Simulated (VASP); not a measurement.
Set up this calculation in VASP 6.6.1, as the native input.

| Quantity | Value |
| --- | --- |
| Task | single point |
| Functional | PBE |
| Dispersion | D3(BJ) |
| Potentials or basis | VASP PAW PBE potentials, release 64 (S, Mo_sv) |
| Cutoff | 520 eV |
| k mesh | 12 × 12 × 1 |
| Occupations | gaussian, width 0.01 eV |
| Spin | no spin polarisation |
| Dipole correction | no |
| Further INCAR settings | ALGO = Normal; EDIFF = 1e-07; NBANDS = 35 |

The structure of MoS2 lies in POSCAR:

```
MoS2
1.0
    3.1534258960      0.0000000000      0.0000000000
   -1.5767129480      2.7309469349      0.0000000000
    0.0000000000      0.0000000000     24.2700000000
S Mo
4 2
Direct
    0.0000000000      0.0000000000      0.3114080223
    0.0000000000      0.0000000000      0.4404438609
    0.3333333333      0.6666666667      0.5595759565
    0.3333333333      0.6666666667      0.6885999361
    0.3333333333      0.6666666667      0.3759669690
    0.6666666667      0.3333333333      0.6240052551
```

The cell was built by a generator and needn't be a form met in nature.

These files were run (other wordings do the same):

INCAR

```
  ALGO = Normal
  EDIFF = 1E-7
  ENCUT = 520
  GGA = PE
  ISIF = 2
  ISMEAR = 0
  IVDW = 12
  LASPH = True
  LCHARG = False
  LREAL = False
  LWAVE = False
  NBANDS = 35
  NELM = 60
  PREC = Accurate
  SIGMA = 0.01
```

KPOINTS

```
k-points
0
Gamma
  12 12 1
```

Potentials or basis: VASP PAW PBE potentials, release 64 (S, Mo_sv).

Command:

```bash
$ cat potpaw_PBE.64/S/POTCAR potpaw_PBE.64/Mo_sv/POTCAR > POTCAR
$ mpirun -np 1 vasp_std > vasp.out
```

Results of the run:

The largest force is 0.013 eV/Å. The band gap on the k mesh is 1.21 eV, indirect (least direct gap 1.70 eV). The dispersion energy per atom is -0.377 eV.

It took 6.1 min on 1 thread of Intel(R) Xeon(R) Platinum 8488C (Sapphire Rapids), on a shared host, peak memory 0.38 GiB.
